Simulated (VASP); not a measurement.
Write the native input for VASP 6.6.1 that does the following.

```
Task                   : relaxation of cell and atoms
Functional             : PBE
Dispersion             : D4
Potentials or basis    : VASP PAW PBE potentials, release 64 (Ca_sv, S)
Cutoff                 : 550 eV
k mesh                 : 8 × 8 × 8
Occupations            : gaussian, width 0.02 eV
Spin                   : no spin polarisation
Further INCAR settings : ALGO = Normal; EDIFF = 1e-07; IBRION = 2; EDIFFG = -0.005; NSW = 40; ISIF = 3
```

The structure of CaS lies in POSCAR:

```
CaS
1.0
    0.0000000000      2.8250000000      2.8250000000
    2.8250000000      0.0000000000      2.8250000000
    2.8250000000      2.8250000000      0.0000000000
Ca S
1 1
Direct
    0.0000000000      0.0000000000      0.0000000000
    0.5000000000      0.5000000000      0.5000000000
```

The cell was built by a generator and needn't be a form met in nature.

These files were run (other wordings do the same):

INCAR

```
  ALGO = Normal
  EDIFF = 1E-7
  EDIFFG = -0.005
  ENCUT = 550
  GGA = PE
  IBRION = 2
  ISIF = 3
  ISMEAR = 0
  IVDW = 13
  KPAR = 4
  LASPH = True
  LCHARG = False
  LREAL = False
  LWAVE = False
  NELM = 120
  NSW = 40
  PREC = Accurate
  SIGMA = 0.02
```

KPOINTS

```
k-points
0
Gamma
  8 8 8
```

Potentials or basis: VASP PAW PBE potentials, release 64 (Ca_sv, S).

Command:

```console
$ cat potpaw_PBE.64/Ca_sv/POTCAR potpaw_PBE.64/S/POTCAR > POTCAR
$ mpirun -np 4 vasp_std > vasp.out
```

It gave:

The relaxed volume is 22.70 Å³/atom, the relaxed cell is a = 4.004 Å, b = 4.004 Å, c = 4.004 Å, α = 60.00°, β = 60.00°, γ = 60.00° and the space group after relaxing (to 0.05 Å) is Fm-3m (No. 225). The energy gained by relaxing is 0.2 meV/atom. The ionic steps are 3. The pressure after relaxing is 0.0 GPa. The band gap on the k mesh is 2.32 eV, indirect (least direct gap 3.14 eV) and the dispersion energy per atom is -0.227 eV.

It took 11 s on 4 MPI ranks on Intel(R) Xeon(R) Platinum 8488C (Sapphire Rapids) (shared host), peak memory 0.18 GiB a rank.
